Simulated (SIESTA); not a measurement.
## GaSb under changes of volume

One of the cells (29.197 Å³/atom); the others are scaled copies at fixed shape and fractional positions:

```
CELL_PARAMETERS angstrom
0.00000 3.07926 3.07926
3.07926 0.00000 3.07926
3.07926 3.07926 0.00000
ATOMIC_POSITIONS crystal
Sb 0.75000 0.75000 0.75000
Ga 0.00000 0.00000 0.00000
```

- Program: SIESTA 5.4.2
- Functional: PBE
- Potentials or basis: PseudoDojo 0.4 standard (PBE files)
- Basis: DZP (energy shift 0.003 Ry; two zetas on semicore shells)
- Grid cutoff: 800 Ry
- Energy shift: 0.003 Ry
- k mesh: 8 × 8 × 8
- Occupations: fermi-dirac, width 0.05 eV
- Spin: no spin polarisation

| volume (Å³/atom) | energy over the lowest point (meV/atom) | pressure (GPa) | gap on the mesh (eV) |
| --- | --- | --- | --- |
| 26.907 | ? | ? | ? |
| 27.480 | 36.05 | 4.9 | 0.47 |
| 28.052 | 20.95 | 3.6 | 0.30 |
| 29.197 | 3.68 | 1.5 | none |
| 29.770 | 0.19 | 0.5 | none |
| 30.342 | 0.00 | -0.4 | none |

Task: What does the run at 26.907 Å³/atom give?

Result: Energy over the lowest point 56.44 meV/atom; pressure 6.5 GPa; gap on the mesh 0.58 eV.

Worked out: A Birch-Murnaghan fit of order 3 (a polynomial in V^(-2/3)) to the other rows has its minimum at 30.11 Å³/atom with B0 = V·E''(V) = 41 GPa and B' = 5.8. It gives 56.14 meV/atom at 26.907 Å³/atom, against the run's 56.44, and -dE/dV = 6.4 GPa, against 6.5.

Energies are extrapolated to zero smearing.

Caveats: the basis of atomic orbitals isn't converged, which shifts pressures, moduli and gaps; spin-orbit coupling is left out, which moves the levels of the heavy elements (some runs).

A mesh can miss the band edges.

A gap of «none» marks a metal or a gap under the smearing width.
